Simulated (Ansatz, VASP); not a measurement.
## Two plane-wave programs on Al

```xyz
1
Lattice="0.0000 2.0847 1.9936 2.0847 0.0000 1.9936 2.0847 2.0847 0.0000" Properties=species:S:1:pos:R:3 pbc="T T T"
Al    0.0000    0.0000    0.0000
```

Change from the starting cell: strain +0.030 along x and y, -0.015 along z, atoms carried along.

Alike in both runs: task single point; functional PBE; dispersion D3(BJ); k mesh 20 × 20 × 20; occupations gaussian, width 0.15 eV; no spin polarisation.

|  | VASP | Ansatz |
| --- | --- | --- |
| version | VASP 6.6.1 | Ansatz 0.2.0 |
| potentials or method | VASP PAW PBE potentials, release 64 (Al) | scalar-relativistic, plane waves, PAW |
| plane-wave cutoff (eV) | 520 | 420 |
| valence electrons in the cell | 3 | 3 |

|  | VASP | Ansatz | Ansatz less VASP |
| --- | --- | --- | --- |
| gap on the k mesh at the Fermi level (eV) | none | none | - |
| pressure (GPa) | -6.4 | -6.4 | +0.03 |
| largest component of the traceless stress (GPa) | 1.17 | 1.18 | +0.007 |

A gap of «none» marks a metal or a gap that the smearing closes.

Caveats: pairwise dispersion overbinds metals, which lowers pressure and volume.
